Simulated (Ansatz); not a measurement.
This script drives Ansatz 0.2.0, Python API.

`pdos.py`
```python
"""Projected density of states of ZnS."""

import warnings

import ansatz as az
import numpy as np

SETTINGS = {
    "kmesh": (6, 6, 6),
    "smearing": "fermi_dirac",
    "smearing_width": 0.02,
    "functional": "PBEsol",
    "n_empty": 22,
}

warnings.simplefilter("ignore", az.DeckWarning)

lattice = az.Lattice.of(
    [1.90400217, 1.09927617, 12.45762096],
    [-1.90400217, 1.09927617, 12.45762096],
    [0.0, -2.19855234, 12.45762096],
)
sites = [
    ("Zn", [0.58334995, 0.58334995, 0.58334995]),
    ("Zn", [0.9999479, 0.9999479, 0.9999479]),
    ("Zn", [0.41660977, 0.41660977, 0.41660977]),
    ("Zn", [1 / 6, 1 / 6, 1 / 6]),
    ("S", [0.35408265, 0.35408265, 0.35408265]),
    ("S", [0.10416334, 0.10416334, 0.10416334]),
    ("S", [0.52090047, 0.52090047, 0.52090047]),
    ("S", [0.93749471, 0.93749471, 0.93749471]),
]
cell = az.Crystal(lattice=lattice)
for symbol, position in sites:
    cell = cell.atom(symbol, position)

calculation = (
    cell.calculation()
    .kpoints(*SETTINGS["kmesh"])
    .basis(17 * az.Ha)
    .occupations(SETTINGS["smearing"], width=SETTINGS["smearing_width"])  # fractional filling near the Fermi level
    .functional(SETTINGS["functional"])
    .scf(extra_bands=SETTINGS["n_empty"])
    .density_of_states(projected=True, method="smearing", broadening_width=0.15, energy_step=0.1)
)
res = calculation.run()
data = res.report

dos = res.density_of_states()
energy = np.asarray(dos.energies_ev) - dos.fermi_ev
curves = {}
for site in res.projected_density_of_states().sites:
    for shell in site.shells:
        weight = sum(np.sum(curve.g_bin_mean_per_ev, axis=0) for curve in shell.curves)
        name = f"{site.species} {shell.label}"
        curves[name] = curves.get(name, 0) + weight

step = energy[1] - energy[0]
windows = [(-10, -5), (-5, 0), (0, 4)]
print("states by shell in windows of E - E_F (eV):", windows)
for name, g in curves.items():
    print(f"{name:8s}", " ".join(f"{step * g[(energy >= a) & (energy < b)].sum():8.3f}" for a, b in windows))
filled = (energy < 0) & (energy > -10)
for name, g in curves.items():
    if g[filled].sum() * step > 0.5:
        print(f"centre of {name}: {np.average(energy[filled], weights=g[filled]):.2f} eV")
```

It is started by `python pdos.py`. How long does it take on 1 thread of Intel(R) Xeon(R) Platinum 8259CL CPU @ 2.50GHz (Skylake/Cascade Lake) (shared host), and how much memory does it need?

It took about 24 s, with a peak of 0.61 GiB, for 1 run of the engine.

`python pdos.py` gives:
```text
states by shell in windows of E - E_F (eV): [(-10, -5), (-5, 0), (0, 4)]
Zn 4S       1.653    0.481    2.748
Zn 3D      37.791    1.793    0.029
S 3S        0.366    0.301    0.438
S 3P        5.599   15.226    1.372
centre of Zn 4S: -5.55 eV
centre of Zn 3D: -6.88 eV
centre of S 3S: -4.99 eV
centre of S 3P: -3.81 eV
```

Semilocal gaps usually lie well under measured ones. In a crystal with a gap the Fermi level's place inside it depends on smearing and mesh. The crystal has a gap of about 2.05 eV on the mesh; any density of states at or just above the Fermi level is the tail of the broadening. This cell is a computed structure, which may not be the phase found in nature. Curves are summed over the cell's atoms. Only shells that the potentials hold have channels, so projections don't add up to the total, least of all where a shell is missing (p of most metals); heights and places of peaks move with the mesh. The density of states is complete only as far up as bands were computed. A band centre counts only the states inside the window taken.
